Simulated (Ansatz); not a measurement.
**Fe3Ge: single point with PBEsol**

Crystal: Fe3Ge.

```
CELL_PARAMETERS angstrom
3.66050 0.00000 0.00000
0.00000 3.66050 0.00000
0.00000 0.00000 3.66050
ATOMIC_POSITIONS crystal
Ge 0.00000 0.00000 0.00000
Fe 0.50000 0.00000 0.50000
Fe 0.50000 0.50000 0.00000
Fe 0.00000 0.50000 0.50000
```

The cell comes from a database or a generator and needn't be the stable form of this composition.

| Item | Value |
| --- | --- |
| Program | Ansatz 0.2.0 |
| Task | single point |
| Functional | PBEsol |
| Potentials or basis | Ansatz PAW |
| Cutoff | 420 eV (not typed: the program's choice for these potentials) |
| k mesh | 6 × 6 × 6 |
| Occupations | fermi-dirac, width 0.05 eV |
| Spin | collinear spin, ferromagnetic start |
| Starting moments | [0.0, 3.0, 3.0, 3.0] μB |
| Fixed moment | 9 μB |

```yaml
Pressure: 5.1 GPa
Net_moment: 9.00 μB per cell
Absolute_moment: 9.04 μB per cell
Site_moments: Ge +0.05; Fe +2.92 μB
```

It took 3.4 s on 2 threads of Arm Neoverse V2, on a shared host, peak memory 0.36 GiB.

Caveat: the total moment is fixed, so each spin has its own Fermi level; the PAW data sets come from PBE, with cores solved anew for the run's functional, which leaves a small shift of forces and pressure; the thresholds are loose for stress.
